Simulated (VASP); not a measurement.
Crystal: Hf2Si.

```xyz
6
Lattice="-3.2754 3.2754 2.5828 3.2754 -3.2754 2.5828 3.2754 3.2754 -2.5828" Properties=species:S:1:pos:R:3 pbc="T T T"
Hf    1.0251    2.2503    0.0000
Hf   -1.0251    2.2503    2.5828
Hf    2.2503    1.0251    2.5828
Hf    4.3004    1.0251    0.0000
Si    0.0000    0.0000    1.2914
Si    0.0000    0.0000    3.8742
```

The cell comes from a database or a generator and needn't be the stable form of this composition.

| Quantity | Value |
| --- | --- |
| Program | VASP 6.6.1 |
| Task | relaxation of cell and atoms |
| Functional | PBEsol |
| Potentials or basis | VASP PAW PBE potentials, release 64 (Hf_pv, Si) |
| Cutoff | 600 eV |
| k mesh | 10 × 10 × 10 |
| Occupations | gaussian, width 0.1 eV |
| Spin | no spin polarisation |

At the start: pressure -2.6 GPa; volume 18.47 Å³/atom.

Question: How do energy, volume and symmetry change on relaxing?

Answer: Over 11 steps the energy falls by 2.7 meV/atom and the volume is 18.15 Å³/atom (-1.8 %); space group I4/mcm (No. 140, to 0.05 Å).

Step by step:
```tsv
step	energy change (eV)	largest force (eV/Å)	pressure (GPa)	volume (Å³)
1	0.0000	0.0341	-2.58	110.83
2	0.0184	0.0172	4.09	106.12
3	-0.0160	0.0157	-0.01	108.89
4	-0.0160	0.0153	0.05	108.86
5	-0.0161	0.0060	0.04	108.86
6	-0.0161	0.0039	0.04	108.86
7	-0.0161	0.0043	0.04	108.86
8	-0.0161	0.0052	0.04	108.86
9	-0.0161	0.0045	0.04	108.86
10	-0.0161	0.0013	-0.05	108.93
11	-0.0161	0.0030	0.00	108.89
```

Final structure:
```cif
data_structure
_symmetry_space_group_name_H-M 'P 1'
_symmetry_Int_Tables_number 1
_cell_length_a 5.2715
_cell_length_b 5.2715
_cell_length_c 5.2715
_cell_angle_alpha 103.754
_cell_angle_beta 103.754
_cell_angle_gamma 121.634
_cell_volume 108.89
loop_
_atom_site_label
_atom_site_type_symbol
_atom_site_fract_x
_atom_site_fract_y
_atom_site_fract_z
_atom_site_occupancy
Hf1 Hf 0.34335 0.15665 0.50000 1
Hf2 Hf 0.84335 0.34335 0.18669 1
Hf3 Hf 0.65665 0.84335 0.50000 1
Hf4 Hf 0.15665 0.65666 0.81331 1
Si1 Si 0.25000 0.25000 0.00000 1
Si2 Si 0.75000 0.75000 0.00000 1
```

Caveat: the PAW data sets were made with another functional, which shifts forces and pressure a little.
